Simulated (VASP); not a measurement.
# Tl16HCl15 (a cell with a defect) in VASP: single point with PBE

Aim: the single point of Tl16HCl15 (a cell with a defect) with PBE.

All numbers are computed with VASP 6.6.1; they aren't measurements. Logs are shortened: lines on timing, memory, paths and dates and some standing lists are left out, and cuts for length are marked.

**1. The structure**

The cell holds a defect, 32 atoms: a = 10.844 Å, b = 10.844 Å, c = 10.844 Å, α = 60.00°, β = 60.00°, γ = 60.00°.

**2. Single point, PBE**

Contents of INCAR:

```
SYSTEM = Tl16HCl15
PREC     = Accurate       ! precision mode
ENCUT    = 520            ! plane-wave cutoff, eV
EDIFF    = 1E-6           ! SCF threshold, eV
ISMEAR   = -1             ! smearing method
SIGMA    = 0.01           ! smearing width, eV
LREAL    = Auto         
LASPH    = .True.         ! aspherical terms in the spheres
NELM     = 100            ! most SCF steps
ALGO     = Fast           ! electronic algorithm
ISIF     = 2              ! what is computed and relaxed
LWAVE    = .False.        ! write WAVECAR
LCHARG   = .False.        ! write CHGCAR
GGA      = PE             ! functional
NBANDS   = 179            ! bands
```

Contents of KPOINTS:

```
regular mesh
0
Gamma
  2 2 2
  0 0 0
```

Contents of POSCAR:

```
Tl16HCl15
1.0
    0.0000000000      7.6680000000      7.6680000000
    7.6680000000      0.0000000000      7.6680000000
    7.6680000000      7.6680000000      0.0000000000
Tl H Cl
16 1 15
Direct
    0.0044654821      0.0044654821      0.0044654821
    0.4866035536      0.0044654821      0.0044654821
    0.0044654821      0.4866035536      0.0044654821
    0.0044654821      0.0044654821      0.4866035536
    0.2455345179      0.2455345179      0.2455345179
    0.4986315454      0.4986315454      0.0041053638
    0.4986315454      0.0041053638      0.4986315454
    0.7633964464      0.2455345179      0.2455345179
    0.0041053638      0.4986315454      0.4986315454
    0.2455345179      0.7633964464      0.2455345179
    0.2455345179      0.2455345179      0.7633964464
    0.4986315454      0.4986315454      0.4986315454
    0.7513684546      0.7513684546      0.2458946362
    0.7513684546      0.2458946362      0.7513684546
    0.2458946362      0.7513684546      0.7513684546
    0.7513684546      0.7513684546      0.7513684546
    0.1250000000      0.1250000000      0.1250000000
    0.6250000000      0.1250000000      0.1250000000
    0.1250000000      0.6250000000      0.1250000000
    0.1250000000      0.1250000000      0.6250000000
    0.3750000000      0.3750000000      0.3750000000
    0.6250000000      0.6250000000      0.1250000000
    0.6250000000      0.1250000000      0.6250000000
    0.8770250614      0.3729749386      0.3729749386
    0.1250000000      0.6250000000      0.6250000000
    0.3729749386      0.8770250614      0.3729749386
    0.3729749386      0.3729749386      0.8770250614
    0.6250000000      0.6250000000      0.6250000000
    0.8770250614      0.8770250614      0.3729749386
    0.8770250614      0.3729749386      0.8770250614
    0.3729749386      0.8770250614      0.8770250614
    0.8750000000      0.8750000000      0.8750000000
```

Potentials or basis: VASP PAW PBE potentials, release 64 (Tl_d, H, Cl).

Started as:

```console
> cat potpaw_PBE.64/Tl_d/POTCAR potpaw_PBE.64/H/POTCAR potpaw_PBE.64/Cl/POTCAR > POTCAR
> mpirun -np 1 vasp_std > vasp.out
```

OUTCAR:

```text
SYSTEM = Tl16HCl15
   PREC = Accurate
   ENCUT = 520
   EDIFF = 1E-6
   ISMEAR = -1
   LREAL = Auto
   LASPH = .True.
   NELM = 100
   ISIF = 2
   GGA = PE

 ion  position               nearest neighbor table
   1  0.004  0.004  0.004-  29 3.26  30 3.26  31 3.26  18 3.36  19 3.36  20 3.36   8 3.70  10 3.70
                            11 3.70  13 3.88  14 3.88  15 3.88
   2  0.487  0.004  0.004-  31 3.26  27 3.26  26 3.26  23 3.36  22 3.36  18 3.36  10 3.70  11 3.70
                             5 3.70  16 3.88  14 3.88  13 3.88
   3  0.004  0.487  0.004-  30 3.26  27 3.26  24 3.26  22 3.36  25 3.36  19 3.36   8 3.70  11 3.70
                             5 3.70  16 3.88  15 3.88  13 3.88
   4  0.004  0.004  0.487-  29 3.26  26 3.26  24 3.26  23 3.36  25 3.36  20 3.36   8 3.70  10 3.70
                             5 3.70  16 3.88  15 3.88  14 3.88
   5  0.246  0.246  0.246-  24 3.26  26 3.26  27 3.26  18 3.36  19 3.36  20 3.36   2 3.70   3 3.70
                             4 3.70   6 3.88   7 3.88   9 3.88
   6  0.499  0.499  0.004-  21 3.28  22 3.31  18 3.31  19 3.31  30 3.35  31 3.35  27 3.35  28 3.36
                            16 3.88  15 3.88  14 3.88   5 3.88  10 3.88   8 3.88
   7  0.499  0.004  0.499-  21 3.28  23 3.31  18 3.31  20 3.31  29 3.35  31 3.35  26 3.35  28 3.36
                            16 3.88  15 3.88  13 3.88   5 3.88  11 3.88   8 3.88
   8  0.763  0.246  0.246-  24 3.26  29 3.26  30 3.26  23 3.36  22 3.36  18 3.36   3 3.70   4 3.70
                             1 3.70  12 3.88   7 3.88   6 3.88
   9  0.004  0.499  0.499-  21 3.28  25 3.31  19 3.31  20 3.31  29 3.35  30 3.35  24 3.35  28 3.36
                            16 3.88  14 3.88  13 3.88   5 3.88  11 3.88  10 3.88
  10  0.246  0.763  0.246-  26 3.26  29 3.26  31 3.26  25 3.36  22 3.36  19 3.36   2 3.70   4 3.70
                             1 3.70  12 3.88   9 3.88   6 3.88
  11  0.246  0.246  0.763-  27 3.26  30 3.26  31 3.26  25 3.36  23 3.36  20 3.36   2 3.70   3 3.70
                             1 3.70  12 3.88   9 3.88   7 3.88
  12  0.499  0.499  0.499-  21 3.28  22 3.31  23 3.31  25 3.31  24 3.35  26 3.35  27 3.35  28 3.36
                            15 3.88  13 3.88  14 3.88  11 3.88   8 3.88  10 3.88
  13  0.751  0.751  0.246-  32 3.28  22 3.31  18 3.31  19 3.31  26 3.35  24 3.35  29 3.35  28 3.36
                            12 3.88   9 3.88   7 3.88   1 3.88   3 3.88   2 3.88
  14  0.751  0.246  0.751-  32 3.28  23 3.31  18 3.31  20 3.31  27 3.35  24 3.35  30 3.35  28 3.36
                            12 3.88   9 3.88   6 3.88   1 3.88   4 3.88   2 3.88
  15  0.246  0.751  0.751-  32 3.28  25 3.31  19 3.31  20 3.31  27 3.35  26 3.35  31 3.35  28 3.36
                            12 3.88   7 3.88   6 3.88   1 3.88   4 3.88   3 3.88
  16  0.751  0.751  0.751-  32 3.28  23 3.31  25 3.31  22 3.31  30 3.35  31 3.35  29 3.35  28 3.36
                             9 3.88   6 3.88   7 3.88   4 3.88   2 3.88   3 3.88
  17  0.125  0.125  0.125-
  18  0.625  0.125  0.125-   6 3.31   7 3.31  13 3.31  14 3.31   1 3.36   5 3.36   2 3.36   8 3.36

  19  0.125  0.625  0.125-   6 3.31   9 3.31  13 3.31  15 3.31   1 3.36   5 3.36   3 3.36  10 3.36

  20  0.125  0.125  0.625-   7 3.31   9 3.31  14 3.31  15 3.31   1 3.36   5 3.36   4 3.36  11 3.36

  21  0.375  0.375  0.375-   6 3.28   7 3.28   9 3.28  12 3.28
  22  0.625  0.625  0.125-   6 3.31  13 3.31  12 3.31  16 3.31  10 3.36   3 3.36   2 3.36   8 3.36

  23  0.625  0.125  0.625-   7 3.31  14 3.31  12 3.31  16 3.31  11 3.36   4 3.36   2 3.36   8 3.36

  24  0.877  0.373  0.373-   8 3.26   5 3.26   3 3.26   4 3.26  12 3.35  13 3.35  14 3.35   9 3.35
[... 11 lines left out ...]
  30  0.877  0.373  0.877-   3 3.26   1 3.26   8 3.26  11 3.26  16 3.35   6 3.35   9 3.35  14 3.35

  31  0.373  0.877  0.877-   2 3.26   1 3.26  10 3.26  11 3.26  16 3.35   7 3.35   6 3.35  15 3.35

  32  0.875  0.875  0.875-  13 3.28  14 3.28  15 3.28  16 3.28

  LATTYP: Found a face centered cubic cell.
 ALAT       =    15.3360000000

  Lattice vectors:

 A1 = (   0.0000000000,   7.6680000000,   7.6680000000)
 A2 = (   7.6680000000,   0.0000000000,   7.6680000000)
 A3 = (   7.6680000000,   7.6680000000,   0.0000000000)

Analysis of symmetry for initial positions (statically):
=====================================================================
 Subroutine PRICEL returns:
 Original cell was already a primitive cell.

 Routine SETGRP: Setting up the symmetry group for a
 face centered cubic supercell.

 Subroutine GETGRP returns: Found 48 space group operations
 (whereof  6 operations were pure point group operations)
 out of a pool of 48 trial point group operations.

The static configuration has the point symmetry C_3v.
 The point group associated with its full space group is O_h .

Analysis of symmetry for dynamics (positions and initial velocities):
=====================================================================
 Subroutine PRICEL returns:
 Original cell was already a primitive cell.

 Routine SETGRP: Setting up the symmetry group for a
 face centered cubic supercell.

 Subroutine GETGRP returns: Found 48 space group operations
[... 106 lines left out ...]
     0.032603026  0.032603026 -0.032603026     0.000000000  0.000000000  0.500000000

  Length of vectors
     0.056470097  0.056470097  0.056470097

  Shift w.r.t. Gamma in fractional coordinates (k-lattice)
     0.000000000  0.000000000  0.000000000

 Subroutine IBZKPT returns following result:
 ===========================================

 Found      3 irreducible k-points:

 Following reciprocal coordinates:
            Coordinates               Weight
  0.000000  0.000000  0.000000      1.000000
  0.500000  0.000000  0.000000      4.000000
  0.500000  0.500000  0.000000      3.000000
   k-points           NKPTS =      3   k-points in BZ     NKDIM =      3   number of bands    NBANDS=    179
   number of dos      NEDOS =    301   number of ions     NIONS =     32
   total plane-waves  NPLWV = 592704
   dimension x,y,z NGX =    84 NGY =   84 NGZ =   84
   dimension x,y,z NGXF=   168 NGYF=  168 NGZF=  168
   ions per type =              16   1  15
   NGX,Y,Z   is equivalent  to a cutoff of  12.88, 12.88, 12.88 a.u.
   NGXF,Y,Z  is equivalent  to a cutoff of  25.76, 25.76, 25.76 a.u.
 SYSTEM =  Tl16HCl15
   PREC   = accura    normal or accurate (medium, high low for compatibility)
   ISTART =      0    job   : 0-new  1-cont  2-samecut
   ICHARG =      2    charge: 1-file 2-atom 10-const
   ISPIN  =      1    spin polarized calculation?
   LNONCOLLINEAR =      F non collinear calculations
   LSORBIT =      F    spin-orbit coupling
   LASPH  =      T    aspherical Exc in radial PAW
   ENCUT  =  520.0 eV  38.22 Ry    6.18 a.u.  20.16 20.16 20.16*2*pi/ulx,y,z
   NELM   =    100;   NELMIN=  2; NELMDL= -5     # of ELM steps
   EDIFF  = 0.1E-05   stopping-criterion for ELM
   LREAL  =      T    real-space projection
   EDIFFG = 0.1E-04   stopping-criterion for IOM
   NSW    =      0    number of steps for IOM
   IBRION =     -1    ionic relax: 0-MD 1-quasi-New 2-CG
   NFREE  =      0    steps in history (QN), initial steepest desc. (CG)
   ISIF   =      2    stress and relaxation
   ISYM   =      2    0-nonsym 1-usesym 2-fastsym
   POTIM  = 0.5000    time-step for ionic-motion
   TEBEG  =    0.0;   TEEND  =   0.0 temperature during run
   PSTRESS=    0.0 pullay stress
   NELECT =     314.0000    total number of electrons
   NUPDOWN=      -1.0000    fix difference up-down
   EMIN   =  10.00;   EMAX   =-10.00  energy-range for DOS
   EFERMI =   0.00;   METHOD = LEGACY
   ISMEAR =    -1;   SIGMA  =   0.01  broadening in eV -4-tet -1-fermi 0-gaus
   EFERMI_NEDOS =   21; number of points for ismear=-14 and -15
   IALGO  =     68    algorithm
   IMIX   =      4    mixing-type and parameters
     AMIX     =   0.40;   BMIX     =  1.00
     AMIX_MAG =   1.60;   BMIX_MAG =  1.00
  volume/ion in A,a.u.               =      28.18       190.16
  Fermi-wavevector in a.u.,A,eV,Ry     =   1.151753  2.176497 18.048598  1.326535
  Thomas-Fermi vector in A             =   2.288408
   LORBIT       =      0    0 simple, 1 ext, 2 COOP (PROOUT), +10 PAW based schemes
   GGA     = PE    functional components
   LHFCALC =     F    Hartree Fock is set to
   AEXX    =    0.0000 exact exchange contribution
   IVDW    =     0    specifies the selected vdW correction
   LEPSILON=     F    determine dielectric tensor
   LRPA    =     F    only Hartree local field effects (RPA)
 non-spin polarized calculation
 RMM-DIIS sequential band-by-band and
  energy-cutoff  :      520.00
  volume of cell :      901.73
 maximum number of plane-waves:     24356
 NGX is ok and might be reduce to    84
   NGX = 41   NGY = 41   NGZ = 41

 number of electron     313.9999992 magnetization

 Free energy of the ion-electron system (eV)
  ---------------------------------------------------
  ext. energy  EPLUGINS =         0.00000000
  ---------------------------------------------------
  free energy    TOTEN  =       -94.43041454 eV

  energy without entropy =      -94.43041454  energy(sigma->0) =      -94.43041454

 E-fermi :   3.2347     XC(G=0):  -9.0499

 val. band max:        2.9652870661   @ k =   0.5000   0.5000   0.0000
 cond. band min:       4.6356085582   @ k =   0.0000   0.0000   0.0000
 fundamental gap:      1.6703214920
 Fermi energy:         3.2347098117

 k-point     1 :       0.0000    0.0000    0.0000
  band No.  band energies     occupation
      1     -11.2137      2.00000
      2     -11.0276      2.00000
      3     -11.0276      2.00000
      4     -11.0192      2.00000
      5     -11.0192      2.00000
      6     -11.0192      2.00000
[... 505 lines left out ...]
    168       6.3275      0.00000
    169       6.3958      0.00000
 [bands above 169 left out]

------------------------ aborting loop because EDIFF is reached ----------------------------------------

  FORCE on cell =-STRESS in cart. coord.  units (eV):
  Direction    XX          YY          ZZ          XY          YZ          ZX
  --------------------------------------------------------------------------------------
  -------------------------------------------------------------------------------------
  Total        4.5346556      4.5346556      4.5346556      0.0000000      0.0000000     -0.0000000
  in kB        8.0570968      8.0570968      8.0570968      0.0000000      0.0000000     -0.0000000
  external PRESSURE =       8.0570968 kB  Pullay stress =       0.0000000 kB

 VOLUME and BASIS-vectors are now :
 -----------------------------------------------------------------------------
  energy-cutoff  :      520.00
  volume of cell :      901.73
      direct lattice vectors                 reciprocal lattice vectors
     0.000000000  7.668000000  7.668000000    -0.065206051  0.065206051  0.065206051
     7.668000000  0.000000000  7.668000000     0.065206051 -0.065206051  0.065206051
     7.668000000  7.668000000  0.000000000     0.065206051  0.065206051 -0.065206051

 POSITION                                       TOTAL-FORCE (eV/Angst)
 -----------------------------------------------------------------------------------
      0.06848      0.06848      0.06848        -0.000096     -0.000096     -0.000096
      0.06848      3.76552      3.76552        -0.000096      0.000096      0.000096
      3.76552      0.06848      3.76552         0.000096     -0.000096      0.000096
      3.76552      3.76552      0.06848         0.000096      0.000096     -0.000096
      3.76552      3.76552      3.76552         0.000096      0.000096      0.000096
      3.85499      3.85499      7.64701         0.001921      0.001921     -0.001921
[... 24 lines left out ...]
     13.45006      9.58500      9.58500         0.007411      0.000000      0.000000
     13.41900     13.41900     13.41900         0.000000      0.000000      0.000000
 -----------------------------------------------------------------------------------
    total drift:                                0.000000      0.000000      0.000000

  FREE ENERGIE OF THE ION-ELECTRON SYSTEM (eV)
  ---------------------------------------------------
  free  energy   TOTEN  =       -94.4304145440 eV

  energy  without entropy=      -94.4304145440  energy(sigma->0) =      -94.43041454
```

Wall time 9.6 min (1 thread of Intel Xeon 6975P-C (Granite Rapids), shared host); peak memory 1.3 GiB.

Results:

* Free energy: -94.4304 eV
* Pressure: 0.8 GPa
* Largest force: 0.007 eV/Å
* Band gap on the k mesh: 1.67 eV, indirect (least direct gap 2.13 eV)

Forces in eV/Å, atoms in the order of the input:
```
Tl   0.000  0.000  0.000
Tl   0.000  0.000  0.000
Tl   0.000  0.000  0.000
Tl   0.000  0.000  0.000
Tl   0.000  0.000  0.000
Tl   0.002  0.002 -0.002
Tl   0.002 -0.002  0.002
Tl   0.000  0.000  0.000
Tl  -0.002  0.002  0.002
Tl   0.000  0.000  0.000
Tl   0.000  0.000  0.000
Tl  -0.002 -0.002 -0.002
Tl  -0.002 -0.002  0.002
Tl  -0.002  0.002 -0.002
Tl   0.002 -0.002 -0.002
Tl   0.002  0.002  0.002
H    0.000  0.000  0.000
Cl   0.000  0.000  0.000
Cl   0.000  0.000  0.000
Cl   0.000  0.000  0.000
Cl   0.000  0.000  0.000
Cl   0.000  0.000  0.000
Cl   0.000  0.000  0.000
Cl  -0.007  0.000  0.000
Cl   0.000  0.000  0.000
Cl   0.000 -0.007  0.000
Cl   0.000  0.000 -0.007
Cl   0.000  0.000  0.000
Cl   0.000  0.000  0.007
Cl   0.000  0.007  0.000
Cl   0.007  0.000  0.000
Cl   0.000  0.000  0.000
```

Caveat: spin-orbit coupling is left out, which as a rule narrows the gap of such compounds by several tenths of an eV.
